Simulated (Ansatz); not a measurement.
# CdTe: how the settings move a single-point run

Question: which choices in the input matter for CdTe? The cell is built on a prototype (rocksalt) and needn't be the phase found in nature.

Method: reference: DFT, r2SCAN, plane waves, PAW, in Ansatz 0.2.0.

6 further runs of the same task are left out: 6 that didn't finish.

## (1) The starting structure

The structure is cubic, space group Fm-3m (No. 225). The conventional cell has a = 6.089 Å, b = 6.089 Å, c = 6.089 Å, α = 90.00°, β = 90.00°, γ = 90.00°. Around Cd (site symmetry m-3m) lie 6 Te at 3.04 Å. Te (site symmetry m-3m) is surrounded by 6 Cd at 3.04 Å.

Structure file:

```xyz
2
Lattice="0.0000 3.0444 3.0444 3.0444 0.0000 3.0444 3.0444 3.0444 0.0000" Properties=species:S:1:pos:R:3 pbc="T T T"
Cd    0.0000    0.0000    0.0000
Te    3.0444    3.0444    3.0444
```

## (2) Baseline

The input, input.yaml:

```yaml
crystal:
  lattice:
    - [0.0, 3.0443556749, 3.0443556749]
    - [3.0443556749, 0.0, 3.0443556749]
    - [3.0443556749, 3.0443556749, 0.0]
  atoms:
    - { symbol: Cd, position: [0.0, 0.0, 0.0] }
    - { symbol: Te, position: [0.5, 0.5, 0.5] }
kpoints:
  mp_grid: { grid: [6, 6, 6] }
hamiltonian:
  xc: r2scan
scf:
  occupations: { method: fermi_dirac, width: 0.02 }
  n_extra_bands: 4
output:
  forces: true
  stress: true
  eigenvalues: true
```

Launch:

```console
$ ansatz run input.yaml --threads 4 --pin off --max-ram 3686MiB --backend cpu --events-out ev --progress --plain --runs-dir out
```

## (3) Changed: ecutrho_ratio 8

Changes to input.yaml since step 2:

```diff
@@ -15,2 +15,3 @@
   n_extra_bands: 4
+  max_iter: 50
 output:
@@ -19 +20,3 @@
   eigenvalues: true
+basis:
+  ecutrho_ratio: 8
```

## (4) Changing settings: accuracy high

Changes to input.yaml since step 2:

```diff
@@ -19 +19,2 @@
   eigenvalues: true
+accuracy: high
```

## (5) Variant: ecutrho_ratio 12

Changes to input.yaml since step 2:

```diff
@@ -15,2 +15,3 @@
   n_extra_bands: 4
+  max_iter: 60
 output:
@@ -19 +20,3 @@
   eigenvalues: true
+basis:
+  ecutrho_ratio: 12
```

## (6) Variant: ecutwfc 350

Changes to input.yaml since step 2:

```diff
@@ -19 +19,3 @@
   eigenvalues: true
+basis:
+  ecutwfc: 350
```

## (7) Changing settings: occupations.width 0.2

Changes to input.yaml since step 2:

```diff
@@ -13,3 +13,3 @@
 scf:
-  occupations: { method: fermi_dirac, width: 0.02 }
+  occupations: { method: fermi_dirac, width: 0.2 }
   n_extra_bands: 4
```

## (8) Changed: mp_grid.grid [4, 4, 4]

Changes to input.yaml since step 2:

```diff
@@ -9,3 +9,3 @@
 kpoints:
-  mp_grid: { grid: [6, 6, 6] }
+  mp_grid: { grid: [4, 4, 4] }
 hamiltonian:
```

Before running it: what results should come out? Wanted: for each run, ending; energy change; pressure; gap; force.

The runs gave:

```tsv
run	ending	energy change	pressure (GPa)	gap (eV)	force (eV/Å)	cycles	time
reference	converged	0	0.0	0.00	0.00	6	1.9 s
1: ecutrho_ratio 8	converged	0.0 meV/atom	0.0	0.00	0.00	6	2.6 s
2: accuracy high	converged	0.0 meV/atom	0.0	0.00	0.00	8	2.7 s
3: ecutrho_ratio 12	converged	0.0 meV/atom	0.0	0.00	0.00	6	3.7 s
4: ecutwfc 350	converged	+8.9 meV/atom	0.0	0.00	0.00	6	1.4 s
5: occupations.width 0.2	converged	+0.9 meV/atom (σ→0)	0.0	0.00	0.00	7	2 s
6: mp_grid.grid [4, 4, 4]	converged	+31.2 meV/atom	0.3	0.00	0.00	6	1.4 s
```

Residual by cycle in the longest SCF loop of each run; runs are numbered as in the table. The quantity is the density residual dr2, in eV.

```tsv
cycle	reference	run 1	run 2	run 3	run 4	run 5	run 6
1	0.0165	0.0165	0.0165	0.0165	0.016	0.00843	0.0149
2	0.00112	0.00101	0.00105	9.9e-4	0.00116	0.00366	0.00132
3	3.9e-4	3.4e-4	3.6e-4	3.3e-4	3.5e-4	3.5e-4	2.6e-4
4	7.0e-6	1.9e-6	3.2e-6	1.6e-6	1.8e-5	2.2e-5	7.8e-5
5	6.1e-7	4.2e-7	4.9e-7	3.9e-7	1.3e-6	9.4e-7	2.1e-6
6	1.4e-8	9.8e-9	1.1e-8	8.7e-9	3.0e-8	1.4e-7	5.1e-8
7	-	-	2.6e-10	-	-	2.2e-8	-
8	-	-	1.3e-11	-	-	-	-
```

Semilocal functionals close small gaps, so the missing gap need not be the real solid's. Run 4 ran under the cutoff that the potentials recommend, as the log warns, so basis error is mixed into its values. Of the variants the dearest is «ecutrho_ratio 12» (3.7 s), the cheapest «ecutwfc 350» (1.4 s), on a shared host.
